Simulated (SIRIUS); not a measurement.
# Ga (Cmcm) in SIRIUS: equation of state, part 2 of 2

SIRIUS 7.12.0. The steps go on from the part before.

## (3) Single point, PBEsol, 17.94 Å³/atom (volume scaled by 0.96)

Contents of sirius.json:

```json
{
  "control": {
    "processing_unit": "cpu",
    "verbosity": 2,
    "num_bands_to_print": 21,
    "print_forces": true,
    "print_stress": true
  },
  "parameters": {
    "electronic_structure_method": "pseudopotential",
    "xc_functionals": ["XC_GGA_X_PBE_SOL", "XC_GGA_C_PBE_SOL"],
    "gk_cutoff": 9.0,
    "pw_cutoff": 18.0,
    "ngridk": [10, 10, 8],
    "shiftk": [0, 0, 0],
    "smearing": "fermi_dirac",
    "smearing_width": 0.0018374661,
    "num_bands": 21,
    "num_mag_dims": 0,
    "num_dft_iter": 100,
    "energy_tol": 1e-08,
    "density_tol": 1e-06
  },
  "iterative_solver": {
    "type": "davidson",
    "min_tolerance": 1e-10
  },
  "mixer": {
    "type": "anderson",
    "beta": 0.7,
    "max_history": 8
  },
  "settings": {
    "tol_ne": 1e-10,
    "pseudo_grid_cutoff": 6.5
  },
  "unit_cell": {
    "lattice_vectors": [
      [2.703069923701, -7.57791671727, 0.0],
      [2.703069923701, 7.57791671727, 0.0],
      [0.0, 0.0, 5.909470109198]
    ],
    "atom_coordinate_units": "lattice",
    "atom_types": ["Ga"],
    "atom_files": {
      "Ga": "Ga.json"
    },
    "atoms": {
      "Ga": [
        [0.133, 0.867, 0.75],
        [0.867, 0.133, 0.25]
      ]
    }
  }
}
```

Potentials or basis: PseudoDojo 0.4.1 PBEsol standard (scalar relativistic).

Launch:

```bash
$ upf_to_json Ga.upf
$ OMP_NUM_THREADS=4 sirius.scf --input=sirius.json --output=out.json --task=0
```

What it wrote:

```text
[info] SIRIUS version : 7.12.0
[info] number of MPI ranks           : 1
[info] MPI grid                      : 1 1
[info] maximum number of OMP threads : 4
[fft] FFT context for density and potential
[fft] =====================================
[fft]   comm size                             : 1
[fft]   plane wave cutoff                     : 18
[fft]   grid size                             : 50 50 36   total : 90000
[fft]   grid limits                           : -24 25   -24 25   -17 18
[fft]   number of G-vectors within the cutoff : 11909
[fft]   local number of G-vectors             : 11909
[fft]   number of G-shells                    : 3316
[fft] FFT context for coarse grid
[fft] =====================================
[fft]   comm size                             : 1
[fft]   plane wave cutoff                     : 18
[fft]   grid size                             : 50 50 36   total : 90000
[fft]   grid limits                           : -24 25   -24 25   -17 18
[fft]   number of G-vectors within the cutoff : 11909
[fft]   local number of G-vectors             : 11909
[fft]   number of G-shells                    : 3316
[unit cell] lattice vectors
[unit cell]   a1 :       2.7030699237     -7.5779167173      0.0000000000
[unit cell]   a2 :       2.7030699237      7.5779167173      0.0000000000
[unit cell]   a3 :       0.0000000000      0.0000000000      5.9094701092
[unit cell] reciprocal lattice vectors
[unit cell]   b1 :       1.1622313674     -0.4145720745      0.0000000000
[... 354 lines left out ...]
[ground_state] -14295.863834    0.000000    0.000000
[ground_state]     0.000000-17342.429734    0.000000
[ground_state]     0.000000    0.000000-16194.381571
[ground_state] === stress_ewald ===
[ground_state] 42207.507372    0.000000    0.000000
[ground_state]     0.00000037183.029828    0.000000
[ground_state]     0.000000    0.00000039354.838261
[ground_state] === stress_vloc ===
[ground_state] -11202.680125    0.000000    0.000000
[ground_state]     0.000000-3154.953399    0.000000
[ground_state]     0.000000    0.000000-6480.130111
[ground_state] === stress_xc ===
[ground_state] -17389.637812    0.000000    0.000000
[ground_state]     0.000000-17392.451359    0.000000
[ground_state]     0.000000    0.000000-17389.672967
[ground_state] === stress_core ===
[ground_state] 28861.762144    0.000000    0.000000
[ground_state]     0.00000028859.506540    0.000000
[ground_state]     0.000000    0.00000028863.232069
[ground_state] === stress_nonloc ===
[ground_state] 73299.062016    0.000000    0.000000
[ground_state]     0.00000073239.849141    0.000000
[ground_state]     0.000000    0.00000073310.666070
[ground_state] === stress_us_nl ===
[ground_state] 73299.062016    0.000000    0.000000
[ground_state]     0.00000073239.849141    0.000000
[ground_state]     0.000000    0.00000073310.666070
[ground_state] === stress_total ===
[ground_state]    18.938142    0.000000    0.000000
[ground_state]     0.000000   -9.184178    0.000000
[ground_state]     0.000000    0.000000  -18.564157
[ground_state] ==== total Forces in Ha/bohr =====
[ground_state] atom:    0, force:      -0.0000000     -0.0043806      0.0000000
[ground_state] atom:    1, force:       0.0000000      0.0043806     -0.0000000
[ground_state] ==== ultrasoft contribution from Qij =====
[ground_state] atom:    0, force:       0.0000000      0.0000000      0.0000000
[ground_state] atom:    1, force:       0.0000000      0.0000000      0.0000000
[ground_state] ==== non-local contribution from Beta-projector =====
[ground_state] atom:    0, force:      -0.0000000     -0.0427202      0.0000000
[ground_state] atom:    1, force:       0.0000000      0.0427202     -0.0000000
[ground_state] ==== contribution from local potential =====
[ground_state] atom:    0, force:      -0.0000000     -0.5036732      0.0000000
[ground_state] atom:    1, force:       0.0000000      0.5036732      0.0000000
[ground_state] ==== contribution from core density =====
[ground_state] atom:    0, force:       0.0000000     -0.0004876      0.0000000
[ground_state] atom:    1, force:       0.0000000      0.0004876      0.0000000
[ground_state] ==== Ewald forces from ions =====
[ground_state] atom:    0, force:      -0.0000000      0.5425010      0.0000000
[ground_state] atom:    1, force:       0.0000000     -0.5425010      0.0000000
[~DFT_ground_state] local op. applied: 90732
[~DFT_ground_state] evp. work count: 17854
[~DFT_ground_state] number of iterative solver steps: 4139
```

It took 87 s on 4 threads of Intel Xeon Platinum 8259CL at 2.50GHz (Skylake/Cascade Lake), shared host; peak memory 0.87 GiB.

What came out:

| Quantity | Value |
| --- | --- |
| Free energy | -4155.2347 eV |
| Pressure | 0.3 GPa |
| Largest force | 0.225 eV/Å |
| Band gap on the k mesh | none (metal or under the smearing width) |

## (4) Single point, PBEsol, 18.31 Å³/atom (volume scaled by 0.98)

Changes to sirius.json since step 3:

```diff
@@ -38,5 +38,5 @@
     "lattice_vectors": [
-      [2.703069923701, -7.57791671727, 0.0],
-      [2.703069923701, 7.57791671727, 0.0],
-      [0.0, 0.0, 5.909470109198]
+      [2.721712374277, -7.630179863396, 0.0],
+      [2.721712374277, 7.630179863396, 0.0],
+      [0.0, 0.0, 5.950226363352]
     ],
```

Launch:

```bash
$ upf_to_json Ga.upf
$ OMP_NUM_THREADS=4 sirius.scf --input=sirius.json --output=out.json --task=0
```

Wall time 1.7 min (4 threads of Intel Xeon Platinum 8259CL at 2.50GHz (Skylake/Cascade Lake), shared host); peak memory 0.88 GiB.

It converged, with:

| Quantity | Value |
| --- | --- |
| Free energy | -4155.2334 eV |
| Pressure | -0.9 GPa |
| Largest force | 0.217 eV/Å |
| Band gap on the k mesh | none (metal or under the smearing width) |

## (5) Single point, PBEsol, 18.68 Å³/atom

Changes to sirius.json since step 4:

```diff
@@ -38,5 +38,5 @@
     "lattice_vectors": [
-      [2.721712374277, -7.630179863396, 0.0],
-      [2.721712374277, 7.630179863396, 0.0],
-      [0.0, 0.0, 5.950226363352]
+      [2.740102880707, -7.681736696604, 0.0],
+      [2.740102880707, 7.681736696604, 0.0],
+      [0.0, 0.0, 5.990431815064]
     ],
```

Launch:

```bash
$ upf_to_json Ga.upf
$ OMP_NUM_THREADS=4 sirius.scf --input=sirius.json --output=out.json --task=0
```

Run time: 88 s. Hardware: 4 threads of Intel Xeon Platinum 8259CL at 2.50GHz (Skylake/Cascade Lake), shared host; peak memory 0.9 GiB.

It converged, with:

```
Free energy            : -4155.2266 eV
Pressure               : -2.0 GPa
Largest force          : 0.210 eV/Å
Band gap on the k mesh : none (metal or under the smearing width)
```

## (6) Single point, PBEsol, 19.06 Å³/atom (volume scaled by 1.02)

Changes to sirius.json since step 5:

```diff
@@ -38,5 +38,5 @@
     "lattice_vectors": [
-      [2.740102880707, -7.681736696604, 0.0],
-      [2.740102880707, 7.681736696604, 0.0],
-      [0.0, 0.0, 5.990431815064]
+      [2.758249786323, -7.732610607735, 0.0],
+      [2.758249786323, 7.732610607735, 0.0],
+      [0.0, 0.0, 6.030104705104]
     ],
```

Potentials or basis: PseudoDojo 0.4.1 PBEsol standard (scalar relativistic).

Launch:

```bash
$ upf_to_json Ga.upf
$ OMP_NUM_THREADS=4 sirius.scf --input=sirius.json --output=out.json --task=0
```

Run time: 1.8 min. Hardware: 4 threads of Intel Xeon Platinum 8259CL at 2.50GHz (Skylake/Cascade Lake), shared host; peak memory 0.91 GiB.

It converged, with:

| Property | Result |
| --- | --- |
| Free energy | -4155.2150 eV |
| Pressure | -3.0 GPa |
| Largest force | 0.202 eV/Å |
| Band gap on the k mesh | none (metal or under the smearing width) |

## (7) Single point, PBEsol, 19.43 Å³/atom (volume scaled by 1.04)

Changes to sirius.json since step 6:

```diff
@@ -38,5 +38,5 @@
     "lattice_vectors": [
-      [2.758249786323, -7.732610607735, 0.0],
-      [2.758249786323, 7.732610607735, 0.0],
-      [0.0, 0.0, 6.030104705104]
+      [2.776161000949, -7.78282377178, 0.0],
+      [2.776161000949, 7.78282377178, 0.0],
+      [0.0, 0.0, 6.069262326357]
     ],
```

Launch:

```bash
$ upf_to_json Ga.upf
$ OMP_NUM_THREADS=4 sirius.scf --input=sirius.json --output=out.json --task=0
```

Wall time 96 s (4 threads of Intel Xeon Platinum 8259CL at 2.50GHz (Skylake/Cascade Lake), shared host); peak memory 0.93 GiB.

The run converged. Its results:

* Free energy: -4155.1992 eV
* Pressure: -3.8 GPa
* Largest force: 0.194 eV/Å
* Band gap on the k mesh: none (metal or under the smearing width)

## (8) Single point, PBEsol, 19.81 Å³/atom (volume scaled by 1.06)

Changes to sirius.json since step 7:

```diff
@@ -38,5 +38,5 @@
     "lattice_vectors": [
-      [2.776161000949, -7.78282377178, 0.0],
-      [2.776161000949, 7.78282377178, 0.0],
-      [0.0, 0.0, 6.069262326357]
+      [2.793844031902, -7.832397234241, 0.0],
+      [2.793844031902, 7.832397234241, 0.0],
+      [0.0, 0.0, 6.107921090526]
     ],
```

Launch:

```bash
$ upf_to_json Ga.upf
$ OMP_NUM_THREADS=4 sirius.scf --input=sirius.json --output=out.json --task=0
```

Run time: 98 s. Hardware: 4 threads of Intel Xeon Platinum 8259CL at 2.50GHz (Skylake/Cascade Lake), shared host; peak memory 0.94 GiB.

It converged, with:

* Free energy: -4155.1798 eV
* Pressure: -4.6 GPa
* Largest force: 0.186 eV/Å
* Band gap on the k mesh: none (metal or under the smearing width)

## (9) Equation of state, PBEsol

Potentials or basis: PseudoDojo 0.4.1 PBEsol standard (scalar relativistic).

This step only gathers the single runs of the series.

Results:

```yaml
Equilibrium_volume: 18.03 Å³/atom
Bulk_modulus_at_fixed_shape_and_positions: 61 GPa
Pressure_derivative_of_the_bulk_modulus: 5.2
```

Energy against volume, from the lowest point:
```csv
volume (Å³/atom),energy (meV/atom)
17.564,2.36
17.937,0.00
18.311,0.70
18.685,4.10
19.058,9.89
19.432,17.77
19.806,27.48
```

Caveat: the cell was scaled at fixed shape and fractional positions, which overstates the stiffness of a crystal with free parameters, most of all of layers and chains.
